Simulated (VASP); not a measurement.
# Fe (Im-3m) in VASP: notebook

Aim: see how the results for Fe move with the level of theory and the settings. Levels: r2SCAN, LDA. Tasks: elastic constants, phonons.

Everything below comes from runs of VASP 6.6.1. Logs are shortened: lines on timing, memory, paths and dates and some standing lists are left out, and cuts for length are marked.

## 1. Starting point

The structure is cubic, space group Im-3m (No. 229). The conventional cell has a = 2.886 Å, b = 2.886 Å, c = 2.886 Å, α = 90.00°, β = 90.00°, γ = 90.00°. Fe (site symmetry m-3m) is surrounded by 8 Fe at 2.50 Å.

## 2. Elastic constants, r2SCAN, collinear spin, ferromagnetic start

POSCAR reads:

```
Fe
1.0
   -1.4430000000      1.4430000000      1.4430000000
    1.4430000000     -1.4430000000      1.4430000000
    1.4430000000      1.4430000000     -1.4430000000
Fe
1
Direct
    0.0000000000      0.0000000000      0.0000000000
```

INCAR.step1 reads:

```
SYSTEM = Fe
PREC     = Accurate       ! precision mode
ENCUT    = 600            ! plane-wave cutoff, eV
EDIFF    = 1E-8           ! SCF threshold, eV
ISMEAR   = 1              ! smearing method
SIGMA    = 0.1            ! smearing width, eV
LREAL    = .False.        ! projectors in reciprocal space
LASPH    = .True.         ! aspherical terms in the spheres
NELM     = 100            ! most SCF steps
ALGO     = Normal         ! electronic algorithm
ISIF     = 3              ! what is computed and relaxed
LWAVE    = .False.        ! write WAVECAR
LCHARG   = .False.        ! write CHGCAR
ISPIN    = 2              ! spin polarisation
MAGMOM   = 3              ! initial moments
LORBIT   = 11             ! projections on sites
LMAXMIX  = 4              ! l up to which the mixer works
METAGGA  = R2SCAN         ! meta-GGA
LMIXTAU  = .True.       
IBRION   = 2              ! ionic algorithm
NSW      = 40             ! ionic steps
EDIFFG   = -0.002         ! ionic threshold
```

INCAR.step2 reads:

```
SYSTEM = Fe
PREC     = Accurate       ! precision mode
ENCUT    = 600            ! plane-wave cutoff, eV
EDIFF    = 1E-8           ! SCF threshold, eV
ISMEAR   = 1              ! smearing method
SIGMA    = 0.1            ! smearing width, eV
LREAL    = .False.        ! projectors in reciprocal space
LASPH    = .True.         ! aspherical terms in the spheres
NELM     = 100            ! most SCF steps
ALGO     = Normal         ! electronic algorithm
ISIF     = 3              ! what is computed and relaxed
LWAVE    = .False.        ! write WAVECAR
LCHARG   = .False.        ! write CHGCAR
ISPIN    = 2              ! spin polarisation
MAGMOM   = 3              ! initial moments
LORBIT   = 11             ! projections on sites
LMAXMIX  = 4              ! l up to which the mixer works
METAGGA  = R2SCAN         ! meta-GGA
LMIXTAU  = .True.       
IBRION   = 6              ! ionic algorithm
NFREE    = 2            
POTIM    = 0.015          ! step
NSW      = 1              ! ionic steps
```

KPOINTS reads:

```
Automatic mesh
0
Gamma
  10 10 10
  0 0 0
```

Potentials or basis: VASP PAW PBE potentials, release 64 (Fe).

Launch:

```
> cat potpaw_PBE.64/Fe/POTCAR > POTCAR
> cp INCAR.step1 INCAR
> mpirun -np 1 vasp_std > vasp.out
> cp CONTCAR POSCAR
> cp INCAR.step2 INCAR
> mpirun -np 1 vasp_std > vasp.out
```

OUTCAR:

```text
SYSTEM = Fe
   PREC = Accurate
   ENCUT = 600
   EDIFF = 1E-8
   ISMEAR = 1
   LREAL = .False.
   LASPH = .True.
   NELM = 100
   ISIF = 3
   ISPIN = 2
   LORBIT = 11
   METAGGA = R2SCAN
   IBRION = 6
   NFREE = 2
   POTIM = 0.015
   NSW = 1

 ion  position               nearest neighbor table
   1  0.000  0.000  0.000-

  LATTYP: Found a body centered cubic cell.
 ALAT       =     2.8666196867

  Lattice vectors:

 A1 = (  -1.4333098434,   1.4333098434,   1.4333098434)
 A2 = (   1.4333098434,  -1.4333098434,   1.4333098434)
 A3 = (   1.4333098434,   1.4333098434,  -1.4333098434)

Analysis of symmetry for initial positions (statically):
=====================================================================
 Subroutine PRICEL returns:
 Original cell was already a primitive cell.

 Routine SETGRP: Setting up the symmetry group for a
 body centered cubic supercell.

 Subroutine GETGRP returns: Found 48 space group operations
 (whereof 48 operations were pure point group operations)
 out of a pool of 48 trial point group operations.

The static configuration has the point symmetry O_h .

Analysis of symmetry for dynamics (positions and initial velocities):
=====================================================================
 Subroutine PRICEL returns:
 Original cell was already a primitive cell.

 Routine SETGRP: Setting up the symmetry group for a
 body centered cubic supercell.

 Subroutine GETGRP returns: Found 48 space group operations
 (whereof 48 operations were pure point group operations)
 out of a pool of 48 trial point group operations.

The dynamic configuration has the point symmetry O_h .

Analysis of structural, dynamic, and magnetic symmetry:
=====================================================================
 Subroutine PRICEL returns:
 Original cell was already a primitive cell.

 Routine SETGRP: Setting up the symmetry group for a
 body centered cubic supercell.

 Subroutine GETGRP returns: Found 48 space group operations
 (whereof 48 operations were pure point group operations)
 out of a pool of 48 trial point group operations.

The overall configuration has the point symmetry O_h .

 Subroutine INISYM returns: Found 48 space group operations
 (whereof 48 operations are pure point group operations),
 and found     1 'primitive' translations

----------------------------------------------------------------------------------------

                                     Primitive cell

  volume of cell :      11.7782

  direct lattice vectors                    reciprocal lattice vectors
    -1.433309843  1.433309843  1.433309843     0.000000000  0.348842926  0.348842926
     1.433309843 -1.433309843  1.433309843     0.348842926  0.000000000  0.348842926
     1.433309843  1.433309843 -1.433309843     0.348842926  0.348842926  0.000000000

  length of vectors
     2.482565472  2.482565472  2.482565472     0.493338397  0.493338397  0.493338397

  position of ions in fractional coordinates (direct lattice)
     0.000000000  0.000000000  0.000000000

  ion indices of the primitive-cell ions
   primitive index   ion index
                 1           1

----------------------------------------------------------------------------------------

 KPOINTS: Automatic mesh

Automatic generation of k-mesh.
 Grid dimensions read from file:
 generate k-points for:   10   10   10

 Generating k-lattice:

[... 109 lines left out ...]
  free energy    TOTEN  =       -14.35695980 eV

  energy without entropy =      -14.35675715  energy(sigma->0) =      -14.35689225

------------------------ aborting loop because EDIFF is reached ----------------------------------------

  FORCE on cell =-STRESS in cart. coord.  units (eV):
  Direction    XX          YY          ZZ          XY          YZ          ZX
  --------------------------------------------------------------------------------------
  -------------------------------------------------------------------------------------
  Total       -0.0011085     -0.0011085     -0.0011085      0.0000000      0.0000000      0.0000000
  in kB       -0.1507858     -0.1507858     -0.1507858      0.0000000      0.0000000      0.0000000
  external PRESSURE =      -0.1507858 kB  Pullay stress =       0.0000000 kB
[... 86 lines left out ...]
  FREE ENERGIE OF THE ION-ELECTRON SYSTEM (eV)
  ---------------------------------------------------
  free  energy   TOTEN  =       -14.3552882393 eV

  energy  without entropy=      -14.3553437004  energy(sigma->0) =      -14.35530673

[... ionic steps 4 to 12 ...]

--------------------------------------- Ionic step       13  -------------------------------------------

 number of electron       7.9999998 magnetization       2.6630466

------------------------ aborting loop because EDIFF is reached ----------------------------------------
[... 65 lines left out ...]
--------------------------------------- Ionic step       15  -------------------------------------------

 number of electron       7.9999999 magnetization       2.6623707

 Free energy of the ion-electron system (eV)
  ---------------------------------------------------
  ext. energy  EPLUGINS =         0.00000000
  ---------------------------------------------------
  free energy    TOTEN  =       -14.35696372 eV

  energy without entropy =      -14.35676109  energy(sigma->0) =      -14.35689618

 E-fermi :   5.5366     XC(G=0): -14.0141

 val. band max:        5.5167167967   @ k =   0.5000   0.5000   0.2000
 cond. band min:       5.5421034344   @ k =  -0.2000   0.2000   0.1000
 fundamental gap:      0.0253866377
 Fermi energy:         5.5365884704

 spin component 1

 k-point     1 :       0.0000    0.0000    0.0000
  band No.  band energies     occupation
      1      -3.0160      1.00000
      2       2.3970      1.00000
      3       2.3970      1.00000
      4       2.3970      1.00000
      5       3.6157      1.00000
      6       3.6157      1.00000
      7      31.1066      0.00000
      8      31.1066      0.00000
      9      31.1066      0.00000
     10      35.9431      0.00000
[... 287 lines left out ...]
 k-point    24 :      -0.3000    0.3000    0.1000
  band No.  band energies     occupation
      1       0.0540      1.00000
      2       1.9569      1.00000
      3       2.3596      1.00000
      4       3.3058      1.00000
      5       3.9078      1.00000
      6       4.2092      1.00000
      7      19.1341      0.00000
      8      25.4151      0.00000
      9      25.4621      0.00000
     10      32.1267      0.00000

 [... further k-points ...]

 spin component 2

 k-point     1 :       0.0000    0.0000    0.0000
  band No.  band energies     occupation
      1      -3.6398      1.00000
      2       5.8540     -0.00003
      3       5.8540     -0.00003
      4       5.8541     -0.00003
      5       8.0422      0.00000
      6       8.0422      0.00000
      7      30.7431      0.00000
      8      30.7431      0.00000
      9      30.7431      0.00000
     10      36.5342      0.00000
[... 327 lines left out ...]
  FREE ENERGIE OF THE ION-ELECTRON SYSTEM (eV)
  ---------------------------------------------------
  free  energy   TOTEN  =       -14.3569637214 eV

  energy  without entropy=      -14.3567610875  energy(sigma->0) =      -14.35689618

 INTERNAL STRAIN TENSORS FROM STRAINED CELLS
 ============================================

 INTERNAL STRAIN TENSOR FOR ION    1 for displacements in x,y,z  (eV/Angst):
          X           Y           Z          XY          YZ          ZX
  --------------------------------------------------------------------------------
  x     0.00000    -0.00000     0.00000    -0.00000    -0.00000     0.00000
  y     0.00000     0.00000     0.00000    -0.00000     0.00000     0.00000
  z     0.00000     0.00000    -0.00000    -0.00000     0.00000    -0.00000

 INTERNAL STRAIN TENSORS FROM DISPLACED ATOMS
 ============================================

 INTERNAL STRAIN TENSOR FOR ION    1 for displacements in x,y,z  (eV/Angst):
          X           Y           Z          XY          YZ          ZX
  --------------------------------------------------------------------------------
  x     0.00000     0.00000     0.00000     0.00000     0.00000     0.00000
  y     0.00000     0.00000     0.00000     0.00000     0.00000     0.00000
  z     0.00000     0.00000     0.00000     0.00000     0.00000     0.00000

 Eigenvectors and eigenvalues of the dynamical matrix
 ----------------------------------------------------

   1 f  =    0.000000 THz     0.000000 2PiTHz    0.000000 cm-1     0.000000 meV
             X         Y         Z           dx          dy          dz
      0.000000  0.000000  0.000000     0.337684   -0.941260    0.000000

   2 f  =    0.000000 THz     0.000000 2PiTHz    0.000000 cm-1     0.000000 meV
             X         Y         Z           dx          dy          dz
      0.000000  0.000000  0.000000    -0.941260   -0.337684    0.000000

   3 f  =    0.000000 THz     0.000000 2PiTHz    0.000000 cm-1     0.000000 meV
             X         Y         Z           dx          dy          dz
      0.000000  0.000000  0.000000     0.000000    0.000000    1.000000

--------------------------------------------------------------------------------------------------------

 ELASTIC MODULI CONTR FROM IONIC RELAXATION (kBar)
 Direction    XX          YY          ZZ          XY          YZ          ZX
 --------------------------------------------------------------------------------
 XX           0.0000      0.0000      0.0000      0.0000      0.0000      0.0000
 YY           0.0000      0.0000      0.0000      0.0000      0.0000      0.0000
 ZZ           0.0000      0.0000      0.0000      0.0000      0.0000      0.0000
 XY           0.0000      0.0000      0.0000      0.0000      0.0000      0.0000
 YZ           0.0000      0.0000      0.0000      0.0000      0.0000      0.0000
 ZX           0.0000      0.0000      0.0000      0.0000      0.0000      0.0000
 --------------------------------------------------------------------------------

 TOTAL ELASTIC MODULI (kBar)
 Direction    XX          YY          ZZ          XY          YZ          ZX
 --------------------------------------------------------------------------------
 XX        1892.5500   2002.1176   2002.1176     -0.0000     -0.0000     -0.0000
 YY        2002.1176   1892.5500   2002.1176     -0.0000      0.0000     -0.0000
 ZZ        2002.1176   2002.1176   1892.5500     -0.0000     -0.0000     -0.0000
 XY          -0.0000     -0.0000     -0.0000    661.6387      0.0000      0.0000
 YZ          -0.0000      0.0000     -0.0000      0.0000    661.6387      0.0000
 ZX          -0.0000     -0.0000     -0.0000      0.0000      0.0000    661.6387
 --------------------------------------------------------------------------------

 total charge

# of ion       s       p       d       tot
------------------------------------------
    1        0.478   0.549   6.171   7.199

 magnetization (x)

# of ion       s       p       d       tot
------------------------------------------
    1       -0.012  -0.118   2.862   2.731
```

Run time: 26 min. Hardware: 1 thread of Intel Xeon Platinum 8488C (Sapphire Rapids), shared host; peak memory 0.3 GiB.

What came out:

```yaml
Relaxed_volume: 11.78 Å³/atom
Relaxed_cell: a = 2.483 Å, b = 2.483 Å, c = 2.483 Å, α = 109.47°, β = 109.47°, γ = 109.47°
Space_group_after_relaxing_to_0.05_Å: Im-3m (No. 229)
Net_moment: 2.66 μB per cell
Site_moments: Fe +2.73 μB
Valence_electrons_inside_the_program's_atomic_spheres: Fe 7.20
Elastic_constants_C11_C12_C44: 189, 200, 66 GPa
Voigt_bulk_modulus: 197 GPa
```

The path:
```
step  energy change (eV)  largest force (eV/Å)  pressure (GPa)  volume (Å³)
   1              0.0000                0.0000           -3.66        12.02
   2              0.0000                0.0000            4.33        11.55
   3             -0.0030                0.0000            0.07        11.77
   4             -0.0030                0.0000           -0.02        11.78
```

Final structure:
```
CELL_PARAMETERS angstrom
-1.43331 1.43331 1.43331
1.43331 -1.43331 1.43331
1.43331 1.43331 -1.43331
ATOMIC_POSITIONS crystal
Fe 0.00000 0.00000 0.00000
```

Elastic tensor in Voigt notation (GPa, in the Cartesian axes of the cell as first typed):
```
189 200 200   0   0   0
200 189 200   0   0   0
200 200 189   0   0   0
  0   0   0  66   0   0
  0   0   0   0  66   0
  0   0   0   0   0  66
```

Clamped-ion elastic tensor (GPa):
```
189 200 200   0   0   0
200 189 200   0   0   0
200 200 189   0   0   0
  0   0   0  66   0   0
  0   0   0   0  66   0
  0   0   0   0   0  66
```

Caveat: the elastic tensor has a negative eigenvalue, so either the cell is unstable as it stands or the mesh is too thin; the PAW data sets were made with another functional, which shifts forces and pressure a little.

(Continued in part 2 of 2.)
